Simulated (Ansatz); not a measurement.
The reference is Sb2Te3 in the Bi2Te3 type structure (space group R-3m, No. 166).

```yaml
crystal:
  lattice:
    - [2.13805, 1.23440, 9.94161]
    - [-2.13805, 1.23440, 9.94161]
    - [0.00000, -2.46881, 9.94161]
  atoms:
    - { symbol: Sb, position: [0.39906, 0.39906, 0.39906] }
    - { symbol: Sb, position: [0.60094, 0.60094, 0.60094] }
    - { symbol: Te, position: [0.00000, 0.00000, 0.00000] }
    - { symbol: Te, position: [0.21017, 0.21017, 0.21017] }
    - { symbol: Te, position: [0.78983, 0.78983, 0.78983] }
```

Cartesian axes are those of the cell as printed.

The values are results of Ansatz (a quantum-chemistry and plane-wave program), PBE-D3(BJ), PAW, cutoff 420 eV, no spin-orbit coupling, not measurements.

For the base:

| Quantity | Value |
|---|---|
| Pressure | 0.0 GPa |
| Shortest interatomic distance | 3.005 Å |

Now apply this change: compressive biaxial strain of 4.32 % in the plane normal to [001], as in epitaxy on a mismatched substrate; the out-of-plane cell vector and the atoms relax.

Predict the new pressure.

The pressure (mean of the normal stresses, compression positive) goes from zero to 2.1 GPa.

What does the calculation give for the energy relative to the base after the change?

The energy rises by 27 meV/atom.

What does the calculation give for the shortest interatomic distance after the change?

The shortest interatomic distance shrinks by 0.035 Å to 2.970 Å.

The mesh was chosen for an insulator and is coarse for the gapless case. Whether these cells are dynamically stable was not tested. All final runs are without spin polarisation.
